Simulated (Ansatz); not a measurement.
ZnTe:
```xyz
2
Lattice="0.0000 3.0329 3.0329 3.0329 0.0000 3.0329 3.0329 3.0329 0.0000" Properties=species:S:1:pos:R:3 pbc="T T T"
Te     4.5494     4.5494     4.5494
Zn     0.0000     0.0000     0.0000
```

Relaxed with PBEsol. Special points in fractions of this cell's reciprocal vectors: Γ (0.000, 0.000, 0.000); X (0.500, 0.000, 0.500); U (0.625, 0.250, 0.625); K (0.375, 0.375, 0.750); L (0.500, 0.500, 0.500); W (0.500, 0.250, 0.750).

**Question.** List the band energies nearest the valence-band maximum at these points for PBEsol with spin–orbit coupling (plane waves, PAW; program Ansatz).

**Answer.** In eV from the valence-band maximum; about four levels below and three above (degenerate sets whole), none deeper than 8.9 eV; points with the same levels are listed once.

```json
[
 {"k": "Γ", "below": "0.00 0.00 0.00 0.00", "above": "0.96 0.96 3.98 3.98"},
 {"k": "X", "below": "-2.74 -2.74 -2.35 -2.35", "above": "1.90 1.90 1.95 1.95"},
 {"k": "U", "below": "-3.67 -3.35 -2.16 -2.13", "above": "2.26 2.28 4.31"},
 {"k": "L", "below": "-1.49 -1.49 -0.97 -0.97", "above": "1.45 1.45 4.69 4.69"},
 {"k": "W", "below": "-3.52 -3.06 -2.99 -2.91", "above": "4.00 4.45 4.47"}
]
```

Space group F-43m (zinc blende). The PBEsol relaxation kept the symmetry of its start.

Potentials: the later of the program's two PAW sets.
